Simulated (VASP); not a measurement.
A VASP calculation is set up with these files.

**KPOINTS**
```
Automatic
0
Gamma
  12 12 9
```

**INCAR**
```
NELM=100
NSW=60   ! most ionic steps
LORBIT=10
PREC=Accurate
SYSTEM=CoPt
LREAL=.False.   ! projection in real space or not
LWAVE=.False.
EDIFFG=-0.01   ! ionic stop
LCHARG=.False.
LMAXMIX=6   ! l cut-off of mixed one-centre charges
ISIF=3   ! ions, shape and volume
ALGO=Normal   ! blocked Davidson
GGA=PE   ! PBE
ISPIN=2   ! spin-polarised
IBRION=2   ! conjugate gradients
LASPH=.True.   ! aspherical one-centre terms
ISMEAR=1
ENCUT=520   ! plane-wave cut-off (eV)
SIGMA=0.1
EDIFF=1E-6
MAGMOM=2.0 0.0
```

**POSCAR**
```
CoPt
1.0
  2.6900000000   0.0000000000   0.0000000000
  0.0000000000   2.6900000000   0.0000000000
  0.0000000000   0.0000000000   3.7000000000
Co Pt
1 1
Cartesian
  0.0000000000   0.0000000000   0.0000000000
  1.3450000000   1.3450000000   1.8500000000
```

POTCAR, in this order: Co Pt (PBE.64 set). Program: vasp_std.

Translate this PBE calculation to Quantum ESPRESSO's pw.x.

One equivalent input (not run):
```
&CONTROL
  calculation = 'vc-relax'
  pseudo_dir = './pseudo'
  outdir = './out'
  tprnfor = .true.
  tstress = .true.
  nstep = 60
  forc_conv_thr = 0.00039
/
&SYSTEM
  ibrav = 0
  nat = 2
  ntyp = 2
  ecutwfc = 96
  occupations = 'smearing'
  smearing = 'methfessel-paxton'
  degauss = 0.00735
  input_dft = 'pbe'
  nspin = 2
  starting_magnetization(1) = 0.2
/
&ELECTRONS
  conv_thr = 7.3e-08
  electron_maxstep = 100
/
&IONS
/
&CELL
/
ATOMIC_SPECIES
  Co 58.933 Co.upf
  Pt 195.084 Pt.upf
CELL_PARAMETERS angstrom
     2.6900000    0.0000000    0.0000000
     0.0000000    2.6900000    0.0000000
     0.0000000    0.0000000    3.7000000
ATOMIC_POSITIONS crystal
  Co   0.0000000  0.0000000  0.0000000
  Pt   0.5000000  0.5000000  0.5000000
K_POINTS automatic
  12 12 9 0 0 0
```
What does not carry over: the potentials are each code's own (VASP's PAW set, PseudoDojo norm-conserving files in pw.x), so ENCUT and ecutwfc are chosen apart and not converted; conv_thr bounds pw.x's estimated SCF error, while EDIFF bounds the energy change between steps; starting_magnetization is a fraction of the valence charge and MAGMOM a moment in μB, so they match only roughly; forc_conv_thr acts on force components and is met together with etot_conv_thr.

The compound is CoPt in the L1_0 structure. This run relaxes it. Symmetry was kept, so distortions that lower it aren't found.
